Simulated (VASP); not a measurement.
# MoS2 (P6_3/mmc) in VASP: notebook, part 2 of 2

VASP 6.6.1. The steps go on from the part before.

### 4 Relaxation of cell and atoms, LDA, target pressure 5.6 GPa, at which the enthalpy is minimised

INCAR

```
SYSTEM = MoS2
  PREC = Accurate
  ENCUT = 600
  EDIFF = 1E-6
  ISMEAR = 0
  SIGMA = 0.03
  LREAL = .False.
  LASPH = .True.
  NELM = 80
  ALGO = Normal
  ISIF = 3
  LWAVE = .False.
  LCHARG = .False.
  GGA = CA
  IBRION = 2
  NSW = 90
  EDIFFG = -0.01
  PSTRESS = 56.0
  KPAR = 2
```

KPOINTS

```
Automatic mesh
0
Gamma
  12 12 3
  0 0 0
```

POSCAR

```
MoS2
1.0
    3.1690000000      0.0000000000      0.0000000000
   -1.5845000000      2.7444345046      0.0000000000
    0.0000000000      0.0000000000     12.3240000000
Mo S
2 4
Direct
    0.3333333333      0.6666666667      0.2500000000
    0.6666666667      0.3333333333      0.7500000000
    0.3333333333      0.6666666667      0.6230000000
    0.6666666667      0.3333333333      0.1230000000
    0.3333333333      0.6666666667      0.8770000000
    0.6666666667      0.3333333333      0.3770000000
```

Potentials or basis: VASP PAW LDA potentials, release 64 (Mo_sv, S).

Run with:

```
$ cat potpaw_LDA.64/Mo_sv/POTCAR potpaw_LDA.64/S/POTCAR > POTCAR
$ mpirun -np 2 vasp_std > vasp.out
```

OUTCAR:

```text
SYSTEM = MoS2
   PREC = Accurate
   ENCUT = 600
   EDIFF = 1E-6
   ISMEAR = 0
   LREAL = .False.
   LASPH = .True.
   NELM = 80
   ISIF = 3
   GGA = CA
   IBRION = 2
   NSW = 90
   EDIFFG = -0.01
   PSTRESS = 56.0

 ion  position               nearest neighbor table
   1  0.333  0.667  0.250-   4 2.41   6 2.41   4 2.41   6 2.41   4 2.41   6 2.41
   2  0.667  0.333  0.750-   3 2.41   5 2.41   3 2.41   5 2.41   3 2.41   5 2.41
   3  0.333  0.667  0.623-   2 2.41   2 2.41   2 2.41
   4  0.667  0.333  0.123-   1 2.41   1 2.41   1 2.41
   5  0.333  0.667  0.877-   2 2.41   2 2.41   2 2.41
   6  0.667  0.333  0.377-   1 2.41   1 2.41   1 2.41

  LATTYP: Found a hexagonal cell.
 ALAT       =     3.1690000000
 C/A-ratio  =     3.8889239508

  Lattice vectors:

 A1 = (   3.1690000000,   0.0000000000,   0.0000000000)
 A2 = (  -1.5845000000,   2.7444345046,   0.0000000000)
 A3 = (   0.0000000000,   0.0000000000,  12.3240000000)

Analysis of symmetry for initial positions (statically):
=====================================================================
 Subroutine PRICEL returns:
 Original cell was already a primitive cell.

 Routine SETGRP: Setting up the symmetry group for a
 hexagonal supercell.

 Subroutine GETGRP returns: Found 24 space group operations
 (whereof 12 operations were pure point group operations)
 out of a pool of 24 trial point group operations.

The static configuration has the point symmetry D_3d.
 The point group associated with its full space group is D_6h.

Analysis of symmetry for dynamics (positions and initial velocities):
=====================================================================
 Subroutine PRICEL returns:
 Original cell was already a primitive cell.

 Routine SETGRP: Setting up the symmetry group for a
 hexagonal supercell.

 Subroutine GETGRP returns: Found 24 space group operations
 (whereof 12 operations were pure point group operations)
 out of a pool of 24 trial point group operations.

The dynamic configuration has the point symmetry D_3d.
[... 142 lines left out ...]
  energy-cutoff  :      600.00
  volume of cell :      107.18
 maximum number of plane-waves:      3603
 NGX is ok and might be reduce to    28
   NGX = 13   NGY = 13   NGZ = 49

--------------------------------------- Ionic step        1  -------------------------------------------

 number of electron      52.0000000 magnetization

 Free energy of the ion-electron system (eV)
  ---------------------------------------------------
  ext. energy  EPLUGINS =         0.00000000
  ---------------------------------------------------
  free energy    TOTEN  =       -48.88908882 eV

  energy without entropy =      -48.88908882  energy(sigma->0) =      -48.88908882

------------------------ aborting loop because EDIFF is reached ----------------------------------------

  FORCE on cell =-STRESS in cart. coord.  units (eV):
  Direction    XX          YY          ZZ          XY          YZ          ZX
  --------------------------------------------------------------------------------------
  -------------------------------------------------------------------------------------
  Total       -3.7987818     -3.7987818     -3.5300128     -0.0000000     -0.0000000      0.0000000
  in kB      -56.7842808    -56.7842808    -52.7667162     -0.0000000     -0.0000000      0.0000000
  external PRESSURE =    -111.4450926 kB  Pullay stress =      56.0000000 kB
[... 29 lines left out ...]
--------------------------------------- Ionic step        2  -------------------------------------------

 number of electron      52.0000005 magnetization

 E-fermi :  10.5415     XC(G=0): -11.9911

 val. band max:       10.2275627879   @ k =   0.0000   0.0000   0.0000
 cond. band min:      10.8549253562   @ k =   0.1667   0.1667   0.0000
 fundamental gap:      0.6273625683
 Fermi energy:        10.5415364477

 k-point     1 :       0.0000    0.0000    0.0000
  band No.  band energies     occupation
      1     -51.1254      2.00000
      2     -51.1254      2.00000
      3     -25.7292      2.00000
      4     -25.7287      2.00000
      5     -25.2001      2.00000
      6     -25.2001      2.00000
[... 886 lines left out ...]
  energy  without entropy=      -48.9166180182  energy(sigma->0) =      -48.91661802

  enthalpy is  TOTEN    =       -45.3835222690 eV   P V=        3.5330957492

[... ionic steps 4 to 16 ...]

--------------------------------------- Ionic step       17  -------------------------------------------

 number of electron      52.0000000 magnetization

------------------------ aborting loop because EDIFF is reached ----------------------------------------
[... 79 lines left out ...]
--------------------------------------- Ionic step       19  -------------------------------------------

 number of electron      52.0000000 magnetization

 Free energy of the ion-electron system (eV)
  ---------------------------------------------------
  ext. energy  EPLUGINS =         0.00000000
  ---------------------------------------------------
  free energy    TOTEN  =       -48.84644680 eV

  energy without entropy =      -48.84644680  energy(sigma->0) =      -48.84644680

 E-fermi :   9.5936     XC(G=0): -11.8467

 val. band max:        9.3810539866   @ k =   0.0000   0.0000   0.0000
 cond. band min:       9.7675547986   @ k =   0.1667   0.1667   0.0000
 fundamental gap:      0.3865008120
 Fermi energy:         9.5935530509

 k-point     1 :       0.0000    0.0000    0.0000
  band No.  band energies     occupation
      1     -51.9760      2.00000
      2     -51.9760      2.00000
      3     -26.4012      2.00000
      4     -26.4007      2.00000
      5     -26.0582      2.00000
      6     -26.0582      2.00000
[... 844 lines left out ...]
  energy  without entropy=      -48.8464467981  energy(sigma->0) =      -48.84644680

  enthalpy is  TOTEN    =       -45.5496125285 eV   P V=        3.2968342695

 reached required accuracy - stopping structural energy minimisation
```

CONTCAR:

```text
MoS2
   1.00000000000000
     3.0822858329410487   -0.0000000000000000    0.0000000000000000
    -1.5411429164705244    2.6693378330632997    0.0000000000000000
     0.0000000000000000    0.0000000000000000   11.4641858852254312
  Mo              S
     2     4
Direct
     0.3333333332999970    0.6666666667000030    0.2500000000000000
     0.6666666667000030    0.3333333332999970    0.7500000000000000
     0.3333333332999970    0.6666666667000030    0.6139852817107406
     0.6666666667000030    0.3333333332999970    0.1139852817107403
     0.3333333332999970    0.6666666667000030    0.8860147182892594
     0.6666666667000030    0.3333333332999970    0.3860147182892598

  0.00000000E+00  0.00000000E+00  0.00000000E+00
  0.00000000E+00  0.00000000E+00  0.00000000E+00
  0.00000000E+00  0.00000000E+00  0.00000000E+00
  0.00000000E+00  0.00000000E+00  0.00000000E+00
  0.00000000E+00  0.00000000E+00  0.00000000E+00
  0.00000000E+00  0.00000000E+00  0.00000000E+00
```

Wall time 10 min (2 MPI ranks of Intel Xeon 6975P-C (Granite Rapids), shared host); peak memory 0.29 GiB.

What came out:

| Quantity | Value |
| --- | --- |
| Free energy | -48.8464 eV |
| Relaxed volume | 15.72 Å³/atom |
| Relaxed cell | a = 3.082 Å, b = 3.082 Å, c = 11.464 Å, α = 90.00°, β = 90.00°, γ = 120.00° |
| Space group after relaxing (to 0.05 Å) | P6_3/mmc (No. 194) |
| Energy change on relaxing (the enthalpy is what falls) | +7.1 meV/atom |
| Ionic steps | 19 |
| Pressure after relaxing | 5.6 GPa |
| Band gap on the k mesh | 0.39 eV, indirect (least direct gap 1.85 eV) |

Forces on the atoms (eV/Å):
```
Mo   0.000  0.000  0.000
Mo   0.000  0.000  0.000
S    0.000  0.000  0.003
S    0.000  0.000  0.003
S    0.000  0.000 -0.003
S    0.000  0.000 -0.003
```

The path:
```tsv
step	energy change (eV)	largest force (eV/Å)	pressure (GPa)	volume (Å³)
1	0.0000	0.4650	-5.54	107.18
2	1.5571	3.8826	37.64	89.04
3	-0.0275	0.6472	4.55	101.08
4	-0.0203	0.6928	4.99	100.86
5	-0.0145	0.3221	5.20	98.95
6	0.0094	0.1567	5.37	98.09
7	0.0115	0.1515	5.76	96.65
8	0.0624	0.1175	6.99	93.87
9	0.0723	0.1097	7.15	93.58
10	0.0341	0.5333	0.97	95.68
11	0.0527	0.0402	5.71	94.05
12	0.0530	0.0370	5.70	94.04
13	0.0477	0.0036	5.70	94.18
14	0.0485	0.0027	5.70	94.16
15	0.0488	0.0056	5.69	94.15
16	0.0433	0.0229	5.44	94.31
17	0.0450	0.0178	5.51	94.26
18	0.0439	0.0110	5.53	94.29
19	0.0426	0.0028	5.55	94.32
```

Final structure:
```cif
data_structure
_symmetry_space_group_name_H-M 'P 1'
_symmetry_Int_Tables_number 1
_cell_length_a 3.0823
_cell_length_b 3.0823
_cell_length_c 11.4642
_cell_angle_alpha 90.000
_cell_angle_beta 90.000
_cell_angle_gamma 120.000
_cell_volume 94.32
loop_
_atom_site_label
_atom_site_type_symbol
_atom_site_fract_x
_atom_site_fract_y
_atom_site_fract_z
_atom_site_occupancy
Mo1 Mo 0.33333 0.66667 0.25000 1
Mo2 Mo 0.66667 0.33333 0.75000 1
S1 S 0.33333 0.66667 0.61399 1
S2 S 0.66667 0.33333 0.11399 1
S3 S 0.33333 0.66667 0.88601 1
S4 S 0.66667 0.33333 0.38601 1
```

Levels at points of the mesh, in eV from the valence-band top:
```csv
k point,band 24,band 25,band 26,band 27,band 28,band 29
"(0.00, 0.00, 0.00)",-1.80,-0.86,0.00,1.98,1.98,2.04
"(0.50, 0.00, 0.00)",-1.87,-1.63,-1.57,1.57,1.67,1.84
```

Caveat: the cell is relaxed towards a set pressure, so the enthalpy falls and the energy may rise; an odd mesh through Γ misses points on the zone boundary, where band edges often lie.

### 5 Relaxation of cell and atoms, LDA, target pressure 5.6 GPa, at which the enthalpy is minimised

This run uses another cell than the first one, of 15.72 Å³/atom, 0.880 times its volume.

INCAR: that of step 4 with these lines changed.

```diff
@@ -3,3 +3,3 @@
   ENCUT = 600
-  EDIFF = 1E-6
+  EDIFF = 1E-7
   ISMEAR = 0
@@ -16,3 +16,3 @@
   NSW = 90
-  EDIFFG = -0.01
+  EDIFFG = -0.005
   PSTRESS = 56.0
```

KPOINTS is that of step 4.

POSCAR

```
MoS2                                    
1.0
    3.0822858329     -0.0000000000      0.0000000000
   -1.5411429165      2.6693378331      0.0000000000
    0.0000000000      0.0000000000     11.4641858852
  Mo              S             
     2     4
Direct
     0.3333333332999970    0.6666666667000030    0.2500000000000000
     0.6666666667000030    0.3333333332999970    0.7500000000000000
     0.3333333332999970    0.6666666667000030    0.6139852817107406
     0.6666666667000030    0.3333333332999970    0.1139852817107403
     0.3333333332999970    0.6666666667000030    0.8860147182892594
     0.6666666667000030    0.3333333332999970    0.3860147182892598
```

Run with:

```
$ cat potpaw_LDA.64/Mo_sv/POTCAR potpaw_LDA.64/S/POTCAR > POTCAR
$ mpirun -np 2 vasp_std > vasp.out
```

Wall time 2.7 min (2 MPI ranks of Intel Xeon 6975P-C (Granite Rapids), shared host); peak memory 0.27 GiB.

It converged, with:

```
Free energy                                            : -48.8423 eV
Relaxed volume                                         : 15.72 Å³/atom
Relaxed cell                                           : a = 3.082 Å, b = 3.082 Å, c = 11.463 Å, α = 90.00°, β = 90.00°, γ = 120.00°
Space group after relaxing (to 0.05 Å)                 : P6_3/mmc (No. 194)
Energy change on relaxing (the enthalpy is what falls) : +0.1 meV/atom
Ionic steps                                            : 3
Pressure after relaxing                                : 5.6 GPa
Band gap on the k mesh                                 : 0.39 eV, indirect (least direct gap 1.85 eV)
```

Forces on the atoms (eV/Å):
```
Mo   0.000  0.000  0.000
Mo   0.000  0.000  0.000
S    0.000  0.000 -0.002
S    0.000  0.000 -0.002
S    0.000  0.000  0.002
S    0.000  0.000  0.002
```

Step by step:
| step | energy change (eV) | largest force (eV/Å) | pressure (GPa) | volume (Å³) |
| --- | --- | --- | --- | --- |
| 1 | 0.0000 | 0.0027 | 5.54 | 94.32 |
| 2 | 0.0027 | 0.0132 | 5.72 | 94.25 |
| 3 | 0.0008 | 0.0021 | 5.60 | 94.30 |

Final structure:
```
Mo S
1.0
     3.08201    0.00000    0.00000
    -1.54101    2.66910    0.00000
     0.00000    0.00000   11.46338
Mo S
2 4
Direct
  0.33333 0.66667 0.25000
  0.66667 0.33333 0.75000
  0.33333 0.66667 0.61399
  0.66667 0.33333 0.11399
  0.33333 0.66667 0.88601
  0.66667 0.33333 0.38601
```

Levels at points of the mesh, in eV from the valence-band top:
```tsv
k point	band 22	band 23	band 24	band 25	band 26	band 27	band 28	band 29	band 30	band 31
(0.00, 0.00, 0.00)	-2.35	-2.35	-1.80	-0.86	0.00	1.98	1.98	2.04	2.04	2.04
(0.50, 0.00, 0.00)	-2.82	-2.07	-1.87	-1.63	-1.57	1.57	1.67	1.84	2.38	2.61
```

Caveat: the cell is relaxed towards a set pressure, so the enthalpy falls and the energy may rise; an odd mesh through Γ misses points on the zone boundary, where band edges often lie.

### 6 Relaxation of cell and atoms, PBE, target pressure 13.7 GPa, at which the enthalpy is minimised

INCAR

```
PREC     = Accurate       # precision mode
ENCUT    = 600            # plane-wave cutoff, eV
EDIFF    = 1E-6           # SCF threshold, eV
ISMEAR   = 0              # smearing method
SIGMA    = 0.03           # smearing width, eV
LREAL    = False          # projectors in reciprocal space
LASPH    = True           # aspherical terms in the spheres
NELM     = 80             # most SCF steps
ALGO     = Normal         # electronic algorithm
ISIF     = 3              # what is computed and relaxed
LWAVE    = False          # write WAVECAR
LCHARG   = False          # write CHGCAR
GGA      = PE             # functional
IBRION   = 2              # ionic algorithm
NSW      = 90             # ionic steps
EDIFFG   = -0.01          # ionic threshold
PSTRESS  = 137.0        
KPAR     = 2
```

KPOINTS

```
regular mesh
0
Gamma
  12 12 3
```

POSCAR

```
MoS2
1.0
    3.1690000000      0.0000000000      0.0000000000
   -1.5845000000      2.7444345046      0.0000000000
    0.0000000000      0.0000000000     12.3240000000
Mo S
2 4
Direct
    0.3333333333      0.6666666667      0.2500000000
    0.6666666667      0.3333333333      0.7500000000
    0.3333333333      0.6666666667      0.6230000000
    0.6666666667      0.3333333333      0.1230000000
    0.3333333333      0.6666666667      0.8770000000
    0.6666666667      0.3333333333      0.3770000000
```

Potentials or basis: VASP PAW PBE potentials, release 64 (Mo_sv, S).

Run with:

```
$ cat potpaw_PBE.64/Mo_sv/POTCAR potpaw_PBE.64/S/POTCAR > POTCAR
$ mpirun -np 2 vasp_std > vasp.out
```

Run time: 22 min. Hardware: 2 MPI ranks of Intel Xeon Platinum 8375C at 2.90GHz (Ice Lake), shared host; peak memory 0.34 GiB.

Results (log left out):

```yaml
Free_energy: -43.0107 eV
Relaxed_volume: 15.57 Å³/atom
Relaxed_cell: a = 3.082 Å, b = 3.082 Å, c = 11.357 Å, α = 90.00°, β = 90.00°, γ = 120.00°
Space_group_after_relaxing_to_0.05_Å: P6_3/mmc (No. 194)
Energy_change_on_relaxing_the_enthalpy_is_what_falls: +100.8 meV/atom
Ionic_steps: 13
Pressure_after_relaxing: 13.7 GPa
Band_gap_on_the_k_mesh: 0.37 eV, indirect (least direct gap 1.77 eV)
```

Step by step:
```tsv
step	energy change (eV)	largest force (eV/Å)	pressure (GPa)	volume (Å³)
1	0.0000	0.0787	1.84	107.18
2	2.5864	4.1289	48.25	87.96
3	0.2941	1.0318	12.99	100.60
4	0.3147	1.0789	13.49	100.35
5	0.4051	0.4904	13.60	97.68
6	0.5185	0.1473	13.80	96.09
7	0.5550	0.0592	13.82	94.37
8	0.6354	0.0327	14.15	93.09
9	0.6432	0.0406	14.19	92.99
10	0.5725	0.0593	12.87	93.82
11	0.6038	0.0513	13.46	93.44
12	0.6076	0.0762	14.09	93.40
13	0.6049	0.0002	13.71	93.43
```

Final structure:
```
Mo S
1.0
     3.08199    0.00000    0.00000
    -1.54100    2.66908    0.00000
     0.00000    0.00000   11.35739
Mo S
2 4
Direct
  0.33333 0.66667 0.25000
  0.66667 0.33333 0.75000
  0.33333 0.66667 0.61173
  0.66667 0.33333 0.11173
  0.33333 0.66667 0.88827
  0.66667 0.33333 0.38827
```

Levels at points of the mesh, in eV from the valence-band top:
```tsv
k point	band 22	band 23	band 24	band 25	band 26	band 27	band 28	band 29	band 30	band 31
(0.00, 0.00, 0.00)	-2.30	-2.30	-1.80	-0.77	0.00	1.95	1.95	1.95	2.03	2.03
(0.50, 0.00, 0.00)	-2.82	-2.13	-1.90	-1.62	-1.55	1.59	1.69	1.84	2.40	2.63
```

Caveat: the cell is relaxed towards a set pressure, so the enthalpy falls and the energy may rise; an odd mesh through Γ misses points on the zone boundary, where band edges often lie; this functional lacks dispersion, which binds the layers, so the pressure and a relaxed spacing across them are unreliable.

### 7 Overview

```csv
level,potentials or basis,cell,target pressure,gap on the mesh (eV),pressure (GPa)
PBE+D3(BJ),"VASP PAW PBE potentials, release 64 (Mo_sv, S)",relaxed to 13.7 GPa,13.7 GPa,0.19,13.7
LDA,"VASP PAW LDA potentials, release 64 (Mo_sv, S)",relaxed to 5.6 GPa,5.6 GPa,0.39,5.6
PBE,"VASP PAW PBE potentials, release 64 (Mo_sv, S)",relaxed to 13.7 GPa,13.7 GPa,0.37,13.7
```

Alike in all rows: task relaxation of cell and atoms; no spin polarisation; k mesh 12 × 12 × 3; cutoff (eV) 600; smearing gaussian 0.03 eV.

Caveats: the cell is relaxed towards a set pressure, so the enthalpy falls and the energy may rise; an odd mesh through Γ misses points on the zone boundary, where band edges often lie; the relaxation stopped at its first step, so nothing moved (some runs); this functional lacks dispersion, which binds the layers, so the pressure and a relaxed spacing across them are unreliable (some runs).

Total energies depend on the potentials used, so only differences within one code and one set of settings carry meaning.
